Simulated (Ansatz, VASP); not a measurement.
# Cross-check of Be (dimer Be chain) between VASP and Ansatz

Wanted: the spread between two codes on one cell, functional and k mesh. The structure shown is the start of the Ansatz relaxation below; VASP solves that cell, so the two are compared at the walk's first step. Other levels of theory on this material are compared in a session of their own.

Calculated with Ansatz 0.2.0; plane waves, with VASP 6.6.1 beside it; single point at r2SCAN.

### Step 1. Set-up

The cell holds 2 atoms: 2 Be. Its edges and angles: a = 7.500 Å, b = 7.500 Å, c = 3.648 Å, α = 90.0°, β = 90.0°, γ = 90.0°. Vacuum lies along a and b. The structure's axis is c.

### Step 2. Ansatz: relaxation, r2SCAN

Ansatz runs on its default PAW (the set named soft_2) files.

The two programs are compared at the cell with which this relaxation starts, whose forces are those of its first step.

File input.yaml:

```yaml
crystal:
  lattice:
    - [7.5, 0.0, 0.0]
    - [0.0, 7.5, 0.0]
    - [0.0, 0.0, 3.648]
  atoms:
    - { symbol: Be, position: [0.5, 0.5, 0.0], spin: 0.5 }
    - { symbol: Be, position: [0.5, 0.5, 0.45], spin: 0.5 }
magnetization:
  spin_polarized: true
kpoints:
  mp_grid: { grid: [1, 1, 22] }
scf:
  occupations: { method: fermi_dirac, width: 0.05 }
hamiltonian:
  xc: r2scan
relax:
  cell: { fix: [a, b, alpha, beta, gamma] }
  max_steps: 60
```

The run is started by

```
ansatz run input.yaml --threads 4 --pin off --max-ram 8192MiB --backend cpu --events-out ev --progress --plain --runs-dir out
```

Numbers of over 12 decimals in the logs are rounded to 6 here.

The log of the run:

```text
Engine: ansatz 0.2.0, aarch64-unknown-linux-gnu
Pseudopotentials: kind: paw
Pseudopotential: Be, paw, valence charge 2, recommended cutoff 500 eV (meta_gga), Be.paw.azcp
Functional definition: r2SCAN
  parameter k0 = 0.174
  parameter k1 = 0.065
  parameter a1 = 4.9479
  exchange = r2scan_x(k0 = k0, k1 = k1, a1 = a1)
  correlation = r2scan_c
Crystal: 2 atoms, lattice volume = 205.200 Å³
Basis set: ecut = 500 eV, 5253 PW (Γ), exchange–correlation on 240×240×108 points (64 copies of the dense FFT grid, shifted against one another)
Bands: 7, of which v1, the nominal top of the filled ones, is band 2 counted from 1 (1 counted from 0)
Symmetry: 16 space group operations
Space group: P4/mmm (ITA 123), of the structure as read, at distance tolerance 5.9e-5 Å
Magnetic group: BNS 123.339 (UNI 999), of the structure as read, at distance tolerance 5.9e-5 Å
k-points: 12 of 22
Non-local potential: Be, projectors of the file, l = 0: 2, l = 1: 2, l = 2: 1
PAW form: soft (Blöchl's): semilocal exchange-correlation on the pseudo side does not see the compensation charge
PAW frozen core: Be, regenerated for the run's functional (the file was generated under x = pbe(κ = 0.804, μ = 0.219515), c = pbe(β = 0.066725))
PAW one-centre angular grid: Be, 302 points (default); XC on 255 of its mesh's 2635 points in the sphere
Initial density: superposition of atomic densities (neutral atoms: chi_scale 0, normalization atom)
Starting moments: Σ|m| = 1 μB on 2 of 2 sites
Initial wavefunctions: pseudopotential atomic-orbital guess
Functional: x = r2scan, c = r2scan; τ floored in thin density (d = 2e-4 eV/Å³)
SCF iter   1: F=—  HF=-180.808131 eV  |F-HF|=—  |Δ(HF+E_count)|=         —  Δρ=1.59e-2 (↑1.59e-2 ↓1.33e-2)  dr2=2.37e0  dr2_τ=1.43e-2  dr2_m=1.30e-2  M=0.617 μB ∫|m|=0.617 μB  β_m=0.30  ethr=3.10e-3  ⟨swp⟩=6.8  Hψ=1788  notcnv=0
preconditioner: auto → LDOS  [metal: Δε(μ)=0.072 eV  Ē_g=7.038 eV  σ=0.050 eV  W_gap=0.33  n_scr=8 (ndim 8)  ℏωp=5.2 eV  f_vac=0.485  D(μ)=2.48/eV (n_scr^D=8)]
spin=Collinear: LDOS preconditioning applied to the charge; magnetization (m = ρ↑ − ρ↓) channel mixes plain (no charge-response kernel on spin).
SCF iter   2: F=—  HF=-180.690156 eV  |F-HF|=—  |Δ(HF+E_count)|=   1.18e-1  Δρ=1.17e-2 (↑1.17e-2 ↓1.11e-2)  dr2=1.61e0  dr2_τ=2.62e-3  dr2_m=8.15e-3  M=0.503 μB ∫|m|=0.503 μB  β_m=0.30  ethr=3.10e-3  ⟨swp⟩=3.0  Hψ=510  notcnv=0  defer=11  κ⁻¹=1.0e0(r=1)
SCF iter   3: F=—  HF=-180.024155 eV  |F-HF|=—  |Δ(HF+E_count)|=   6.66e-1  Δρ=7.99e-3 (↑6.29e-3 ↓7.99e-3)  dr2=2.78e-1  dr2_τ=5.19e-3  dr2_m=3.42e-3  M=0.761 μB ∫|m|=0.761 μB  β_m=1.00  ethr=3.10e-3  ⟨swp⟩=3.7  Hψ=464  notcnv=0  defer=11  κ⁻¹=7.2e-4(r=2)
SCF iter   4: F=—  HF=-180.462965 eV  |F-HF|=—  |Δ(HF+E_count)|=   4.39e-1  Δρ=8.40e-3 (↑8.40e-3 ↓6.67e-3)  dr2=6.75e-1  dr2_τ=1.79e-3  dr2_m=1.78e-3  M=0.636 μB ∫|m|=0.636 μB  β_m=1.00  ethr=3.10e-3  ⟨swp⟩=3.1  Hψ=443  notcnv=0  defer=11  κ⁻¹=9.3e-5(r=3)
SCF iter   5: F=—  HF=-180.265755 eV  |F-HF|=—  |Δ(HF+E_count)|=   1.97e-1  Δρ=2.08e-3 (↑2.08e-3 ↓1.02e-3)  dr2=6.71e-3  dr2_τ=1.32e-4  dr2_m=3.65e-3  M=0.789 μB ∫|m|=0.789 μB  β_m=1.00  ethr=3.10e-3  ⟨swp⟩=2.7  Hψ=382  notcnv=0  defer=10  κ⁻¹=2.7e-5(r=4)
SCF iter   6: F=—  HF=-180.294668 eV  |F-HF|=—  |Δ(HF+E_count)|=   2.89e-2  Δρ=1.13e-3 (↑1.13e-3 ↓6.02e-4)  dr2=1.60e-3  dr2_τ=4.36e-5  dr2_m=1.28e-3  M=0.874 μB ∫|m|=0.874 μB  β_m=1.00  ethr=1.68e-4  ⟨swp⟩=3.0  Hψ=417  notcnv=0  defer=9  κ⁻¹=2.1e-6(r=5)
SCF iter   7: F=—  HF=-180.303707 eV  |F-HF|=—  |Δ(HF+E_count)|=   9.04e-3  Δρ=9.23e-4 (↑5.20e-4 ↓9.23e-4)  dr2=9.46e-4  dr2_τ=2.20e-5  dr2_m=8.87e-4  M=0.960 μB ∫|m|=0.960 μB  β_m=1.00  ethr=3.99e-5  ⟨swp⟩=2.6  Hψ=360  notcnv=0  defer=8  κ⁻¹=1.5e-7(r=6)
SCF iter   8: F=—  HF=-180.307905 eV  |F-HF|=—  |Δ(HF+E_count)|=   4.20e-3  Δρ=3.82e-4 (↑2.90e-4 ↓3.82e-4)  dr2=8.43e-5  dr2_τ=5.06e-6  dr2_m=2.01e-4  M=0.995 μB ∫|m|=0.995 μB  β_m=1.20  ethr=2.37e-5  ⟨swp⟩=2.3  Hψ=353  notcnv=0  defer=8
Mixer restart at iter 8: flushing history
spin-set hold released at iteration 8 (site moments contracting): the magnetisation degrees of freedom join the quasi-Newton model from the next iteration; the mixer history was flushed
SCF iter   9: F=—  HF=-180.308977 eV  |F-HF|=—  |Δ(HF+E_count)|=   1.07e-3  Δρ=1.90e-4 (↑8.40e-5 ↓1.90e-4)  dr2=1.45e-4  dr2_τ=8.82e-7  dr2_m=1.30e-5  M=1.010 μB ∫|m|=1.010 μB  β_m=1.20  ethr=2.11e-6  ⟨swp⟩=2.3  Hψ=316  notcnv=0  defer=7  κ⁻¹=1.0e0(r=1)
SCF iter  10: F=—  HF=-180.309253 eV  |F-HF|=—  |Δ(HF+E_count)|=   2.76e-4  Δρ=1.31e-4 (↑8.21e-5 ↓1.31e-4)  dr2=1.11e-4  dr2_τ=2.89e-7  dr2_m=2.06e-6  M=1.014 μB ∫|m|=1.014 μB  β_m=1.20  ethr=2.11e-6  ⟨swp⟩=2.4  Hψ=212  notcnv=0  defer=7  κ⁻¹=3.8e-2(r=2)
[...]
relax step   5: F+E_penalty+E_count = -181.78058760 eV  Δ(F+E_penalty+E_count) = -3.467e-2 eV  max|allowed force component| = 8.465e-2 eV/Å  Δτ_max = 0.0054 Å  P = +0.037 GPa  Ω = 241.538 Å³  energy of the carried Pulay correction = -9.528e-5 eV  fix = [a, b, alpha, beta, gamma]  reactions: a -0.086, b -0.086 GPa  (10 SCF iters, dr2 threshold 2.00e-7 eV, accepted)
[...]
relax step   6: F+E_penalty+E_count = -181.78239355 eV  Δ(F+E_penalty+E_count) = -1.806e-3 eV  max|allowed force component| = 8.648e-3 eV/Å  Δτ_max = 0.0032 Å  P = -0.059 GPa  Ω = 243.308 Å³  energy of the carried Pulay correction = -9.931e-5 eV  fix = [a, b, alpha, beta, gamma]  reactions: a -0.087, b -0.087 GPa  (8 SCF iters, dr2 threshold 2.00e-7 eV, accepted)
[...]
relax step   7: F+E_penalty+E_count = -181.78277429 eV  Δ(F+E_penalty+E_count) = -3.807e-4 eV  max|allowed force component| = 8.648e-3 eV/Å  Δτ_max = 0.0000 Å  P = -0.058 GPa  Ω = 243.308 Å³  fix = [a, b, alpha, beta, gamma]  reactions: a -0.086, b -0.086 GPa  stress off target by 2.46e-3 GPa on what of the cell is left free  SCF on the basis re-selected at this cell (its energy is not comparable with the rows above)  (6 SCF iters)
basis re-selected at this cell: Δ(F+E_penalty+E_count) = -3.807e-4 eV, ΔP = +0.001 GPa vs the last step (what re-selecting the basis moved, of the pressure what is left beyond the Pulay correction that the steps carried, after the strain that the cell walked since its last selection, with what the two solves' SCF thresholds leave and, on support functions, any second-order correction that the steps lacked; it is no measure of the basis error at this ecutwfc). The dense FFT grid was sized anew with the basis: this SCF ran on 60×60×32 points, the steps before it on 60×60×27, so part of this shift can come from that change (see relax.cell in the input reference). [rest of the remark cut]
SCF converged after 6 iterations
Stability not checked: this state was not tested for a lower state beside it, because the mixer in use, unlike msr1, does not test its closes by its own steps (another_mixer; see scf.mixing.algorithm and scf.lower_state_search)
Magnetization: -0.0000 μB (2.0000 up, 2.0000 down)
Absolute magnetization: 0.0000 μB (∫|ρ↑−ρ↓|, with the PAW one-centre terms)
Spin contamination: 0.0000 ħ² per cell (⟨S²⟩ above its minimum at these occupations)
Per-site moments (μB) at R_I (Å): [(-2.3925845309214525e-8, 0.891825), (-2.3925845312725675e-8, 0.891825)]
Free energy (F): -181.782774 eV
Harris-Foulkes:  -181.782774 eV  (|F-HF|=3.64e-11)
Internal energy: -181.782373 eV  (E = F + TS)
E sigma→0 (E₀):  -181.782574 eV
Entropy (-TS):   -0.000401 eV (-0.201 meV/atom)
Fermi energy:    -2.282424 eV
--- Per-component energies (eV) ---
  E_band       = -19.415994
  E_kinetic    = 30.527643
  E_local      = -95.785478  (includes V_loc(G=0)·N_el)
  E_nonlocal   = 10.883968
  E_hartree    = 36.025225
  E_xc         = -31.674703
  E_vxc        = -35.925338  (∫ρ·V_xc dr)
  E_paw        = -121.991030  (= ΣΔE_a)
  E_vpaw       = -2.751096  (= ΣTr[D̂ρ^β])
  E_aug_tail   = -0.000001  (compensation charges beyond the density's cutoff)
  E_vtau       = 1.583874  (kinetic-family band-sum trace: ∫τ·v_τ [+ j·A + Jᵃ·Aᵃ] dr)
  E_ewald      = -9.743944
  E_core_change = -0.024054  (= ΣΔE_core)
  E_smearing   = -0.000401  (= −TS)
  E_closure    = -0.000000  (closes the sum)
  Σ components = -181.782774   (vs F -181.782774, Δ=0.00e0)
--- Forces (eV/Å), atoms counted from 1 ---
  atom   1  Be     0.00000000     0.00000000     0.00864763
  atom   2  Be     0.00000000     0.00000000    -0.00864763
  max |Σ_I F_I| component: 0.00e0 eV/Å
--- Stress (GPa, compression-positive) ---
       -0.086457       0.000000       0.000000
        0.000000      -0.086457       0.000000
        0.000000       0.000000      -0.002458
  P = ⅓ Tr σ = -0.0585 GPa (-0.585 kbar)
--- Relaxed structure (6 steps of the walk, 6 accepted, 1 SCFs on fresh bases) ---
  F+E_penalty+E_count = -181.78277429 eV   max|allowed force component| = 8.648e-3 eV/Å   (the final SCF, on the basis selected at the relaxed cell)
  cell:  # Å, volume = 243.3076 Å³
    - [7.5, 0.0, 0.0]
    - [0.0, 7.5, 0.0]
    - [0.0, 0.0, 4.325469]
  atoms:
    - { symbol: Be, position: [0.5, 0.5, -0.025085] }
    - { symbol: Be, position: [0.5, 0.5, 0.475085] }
```

### Step 3. VASP: single point, r2SCAN, start cell

The same cell, functional, mesh and smearing now go to VASP, with its own data sets.

Lines of VASP's logs that name or quote its potential files are left out, and so is its time.

File INCAR:

```
SYSTEM = Be
PREC = Accurate
ENCUT = 580
EDIFF = 1E-06
NELM = 200
ISMEAR = -1
SIGMA = 0.05
LREAL = .FALSE.
ALGO = Normal
METAGGA = R2SCAN
LASPH = .TRUE.
NBANDS = 9
ISPIN = 2
MAGMOM = -0 -0
LORBIT = 11
LWAVE = .FALSE.
LCHARG = .FALSE.
ISIF = 2
GGA_COMPAT = .FALSE.
LMIXTAU = .TRUE.
```

File POSCAR:

```
Be
1.0
    7.5000000000      0.0000000000      0.0000000000
    0.0000000000      7.5000000000      0.0000000000
    0.0000000000      0.0000000000      3.6480000000
Be
2
Direct
    0.5000000000      0.5000000000      0.0000000000
    0.5000000000      0.5000000000      0.4500000000
```

File KPOINTS:

```
Automatic mesh
0
Gamma
1 1 22
0 0 0
```

PAW data sets: Be (PBE family, release 64).

The run is started by

```
mpirun -np 1 vasp_std
```

The log of the run:

```text
[banner, memory and clock lines left out]
running    1 mpi-ranks, on    1 nodes
 distrk:  each k-point on    1 cores,    1 groups
 distr:  one band on    1 cores,    1 groups

 POSCAR found type information on POSCAR Be
 POSCAR found :  1 types and       2 ions
|                                                                             |
|               ----> ADVICE to this user running VASP <----                  |
|                                                                             |
|     You enforced a specific xc type in the INCAR file but a different       |
|     [... a line on the potential file left out ...]
|     I HOPE YOU KNOW WHAT YOU ARE DOING!                                     |
|                                                                             |

 LDA part: xc-table for (None), standard interpolation
 POSCAR, INCAR and KPOINTS ok, starting setup
 FFT: planning ... GRIDC
 FFT: planning ... GRID_SOFT
 FFT: planning ... GRID
 WAVECAR not read
 entering main loop
       N       E                     dE             d eps       ncg     rms          rms(c)
DAV:   1     0.971834842971E+01    0.97183E+01   -0.10455E+03   432   0.266E+02
DAV:   2    -0.242447121132E+01   -0.12143E+02   -0.11250E+02   640   0.371E+01
DAV:   3    -0.364878246779E+01   -0.12243E+01   -0.12064E+01   522   0.131E+01
DAV:   4    -0.366079324731E+01   -0.12011E-01   -0.12009E-01   630   0.158E+00
DAV:   5    -0.366088519185E+01   -0.91945E-04   -0.91939E-04   606   0.109E-01    0.523E+00
DAV:   6    -0.296531175111E+01    0.69557E+00   -0.48928E-01   490   0.287E+00    0.312E+00
DAV:   7    -0.192865336387E+01    0.10367E+01   -0.66181E-01   531   0.336E+00    0.451E-01
DAV:   8    -0.275816678288E+01   -0.82951E+00   -0.72795E-01   466   0.209E+00    0.132E+00
DAV:   9    -0.249258396771E+01    0.26558E+00   -0.42645E-01   487   0.202E+00    0.952E-01
DAV:  10    -0.248515025498E+01    0.74337E-02   -0.11075E-01   469   0.106E+00    0.129E-01
DAV:  11    -0.232631869012E+01    0.15883E+00   -0.20399E-02   432   0.906E-01    0.271E-01
DAV:  12    -0.227845168025E+01    0.47867E-01   -0.81547E-03   452   0.590E-01    0.188E-01
DAV:  13    -0.226473848441E+01    0.13713E-01   -0.96556E-02   432   0.127E+00    0.534E-01
DAV:  14    -0.227255249300E+01   -0.78140E-02   -0.20381E-02   432   0.942E-01    0.577E-01
[...]
DAV:  25    -0.227342447896E+01    0.34094E-04   -0.61467E-05   434   0.520E-02    0.204E-02
DAV:  26    -0.227347578982E+01   -0.51311E-04   -0.28885E-05   432   0.444E-02    0.149E-02
DAV:  27    -0.227349091344E+01   -0.15124E-04   -0.27046E-05   448   0.360E-02    0.493E-03
DAV:  28    -0.227347863174E+01    0.12282E-04   -0.12991E-05   432   0.340E-02    0.336E-03
DAV:  29    -0.227350251906E+01   -0.23887E-04   -0.12320E-05   432   0.278E-02    0.766E-04
DAV:  30    -0.227349736207E+01    0.51570E-05   -0.53504E-06   436   0.142E-02    0.101E-03
DAV:  31    -0.227350500897E+01   -0.76469E-05   -0.42674E-06   432   0.117E-02    0.595E-04
DAV:  32    -0.227350524028E+01   -0.23131E-06   -0.62434E-08   494   0.147E-03
   1 F= -.22735052E+01 E0= -.22539272E+01  d E =-.391561E-01  mag=    -0.0000
```

From OUTCAR (step 3):

```text
ion  position               nearest neighbor table
   1  0.500  0.500  0.000-   2 1.64   2 2.01
   2  0.500  0.500  0.450-   1 1.64   1 2.01

  LATTYP: Found a simple tetragonal cell.
 ALAT       =     7.5000000000
 C/A-ratio  =     0.4864000000

 Subroutine GETGRP returns: Found 16 space group operations
 (whereof  8 operations were pure point group operations)

The static configuration has the point symmetry C_4v.
 The point group associated with its full space group is D_4h.

 Found     12 irreducible k-points:

   k-points           NKPTS =     12   k-points in BZ     NKDIM =     12   number of bands    NBANDS=      9

   dimension x,y,z NGX =    60 NGY =   60 NGZ =   30
   dimension x,y,z NGXF=   120 NGYF=  120 NGZF=   60

   ENCUT  =  580.0 eV  42.63 Ry    6.53 a.u.  14.73 14.73  7.16*2*pi/ulx,y,z

   NELECT =       4.0000    total number of electrons

 k-points in reciprocal lattice and weights: Automatic mesh
   0.00000000  0.00000000  0.00000000       0.045
   0.00000000  0.00000000  0.04545455       0.091
   0.00000000  0.00000000  0.09090909       0.091
   0.00000000  0.00000000  0.13636364       0.091
   0.00000000  0.00000000  0.18181818       0.091
   0.00000000  0.00000000  0.22727273       0.091
   0.00000000  0.00000000  0.27272727       0.091
   0.00000000  0.00000000  0.31818182       0.091
   0.00000000  0.00000000  0.36363636       0.091
   0.00000000  0.00000000  0.40909091       0.091
   0.00000000  0.00000000  0.45454545       0.091
   0.00000000  0.00000000  0.50000000       0.045

 average (electrostatic) potential at core
       1 -42.7674       2 -42.7674

 E-fermi :  -2.7813

 spin component 1
 k-point     1 :       0.0000    0.0000    0.0000
  band No.  band energies     occupation
      1      -7.2986      1.00000
      2      -2.7786      0.48624
      3      -2.7786      0.48624
      4      -2.6889      0.13609
      5       0.5369      0.00000
      6       1.9670      0.00000
    ...

 k-point     2 :       0.0000    0.0000    0.0455
  band No.  band energies     occupation
      1      -7.2823      1.00000
      2      -2.7544      0.36841
      3      -2.7544      0.36841
      4      -2.7242      0.24188
      5       0.5587      0.00000
      6       1.9908      0.00000
    ...

 k-point     3 :       0.0000    0.0000    0.0909
  band No.  band energies     occupation
      1      -7.2336      1.00000
      2      -2.8277      0.71648
      3      -2.6818      0.12025
      4      -2.6818      0.12025
      5       0.6243      0.00000
      6       2.0623      0.00000
      7       3.6250      0.00000
    ...

 k-point     4 :       0.0000    0.0000    0.1364
  band No.  band energies     occupation
      1      -7.1530      1.00000
      2      -2.9927      0.98561
      3      -2.5611      0.01207
      4      -2.5611      0.01207
      5       0.7336      0.00000
      6       2.1814      0.00000
      7       3.7378      0.00000
    ...

 k-point     5 :       0.0000    0.0000    0.1818
  band No.  band energies     occupation
      1      -7.0413      1.00000
      2      -3.2094      0.99981
      3      -2.3925      0.00042
      4      -2.3925      0.00042
      5       0.8867      0.00000
      6       2.3481      0.00000
      7       3.8892      0.00000
    ...

 k-point     6 :       0.0000    0.0000    0.2273
  band No.  band energies     occupation
      1      -6.8997      1.00000
      2      -3.4664      1.00000
      3      -2.1765      0.00001
      4      -2.1765      0.00001
      5       1.0834      0.00000
      6       2.5624      0.00000
      7       4.0131      0.00000
    ...

  Total       -0.0411320     -0.0411320     13.8393831      0.0000000      0.0000000      0.0000000
  in kB       -0.3211534     -0.3211534    108.0562661      0.0000000      0.0000000      0.0000000
  external PRESSURE =      35.8046531 kB  Pullay stress =       0.0000000 kB

  energy-cutoff  :      580.00
  volume of cell :      205.20
      direct lattice vectors                 reciprocal lattice vectors
     7.500000000  0.000000000  0.000000000     0.133333333  0.000000000  0.000000000
     0.000000000  7.500000000  0.000000000     0.000000000  0.133333333  0.000000000
     0.000000000  0.000000000  3.648000000     0.000000000  0.000000000  0.274122807

 POSITION                                       TOTAL-FORCE (eV/Angst)
 -----------------------------------------------------------------------------------
      3.75000      3.75000      0.00000         0.000000     -0.000000     -6.173492
      3.75000      3.75000      1.64160         0.000000      0.000000      6.173492
 -----------------------------------------------------------------------------------
    total drift:                                0.000000      0.000000      0.000000

  FREE ENERGIE OF THE ION-ELECTRON SYSTEM (eV)
  ---------------------------------------------------
  free  energy   TOTEN  =        -2.2735052403 eV

  energy  without entropy=       -2.2343491153  energy(sigma->0) =       -2.25392718

 total charge
# of ion       s       p       d       tot
------------------------------------------
    1        0.631   0.560   0.000   1.191
    2        0.631   0.560   0.000   1.191
--------------------------------------------------
tot          1.263   1.119   0.000   2.382

 magnetization (x)
# of ion       s       p       d       tot
------------------------------------------
    1       -0.000   0.000   0.000   0.000
    2       -0.000   0.000   0.000   0.000
--------------------------------------------------
tot         -0.000   0.000   0.000   0.000

[... 6 further parts left out ...]
```

### Step 4. Comparison

Known differences besides the potentials themselves: VASP keeps PBE cores, Ansatz makes them for the functional; the cutoff is 500 eV in Ansatz and 580 eV in VASP. Total energies have different zeros and are not compared.

Forces (eV/Å; atoms numbered as in POSCAR):

```tsv
atom	Ansatz x, y, z	VASP x, y, z
Be1	0.000, 0.000, -5.878	0.000, 0.000, -6.173
Be2	0.000, 0.000, 5.878	0.000, 0.000, 6.173
```

The forces differ by 170 meV/Å r.m.s., which is 4.8 % of the r.m.s. force of 3.564 eV/Å (both taken over all components). Moments aren't recorded for both runs of this pair, so they may hold unlike magnetic states.

### Step 5. Summary of results

```
r.m.s. force difference (single point, r2SCAN, start cell) : 4.8 % of the r.m.s. force
```

**Reading.** The r.m.s. force difference is 4.8 % of the r.m.s. force (single point, r2SCAN, start cell), beyond the 3 % picked in this series as the mark of a large difference. What causes the difference of the single point, r2SCAN, start cell pair stays open here. VASP runs on this material, other cells of it included, that failed, so that no pair exists: single point, PBE (refused). 9 further runs of this series are not shown here. How closely two codes agree says nothing of how well the functional describes the real material.

[Lines on the potential files, build, host, timing and source positions are cut from VASP's logs without a mark.]

[Logs are printed without paths, hosts, clocks, repeated set-up lines and the standing remarks that a program may print on its own settings, such as how far it seeks lower states.]

[Hosts, paths, dates, database ids (printed as entryN), source tags and the programs' standing remarks are cut or masked in the printed files.]
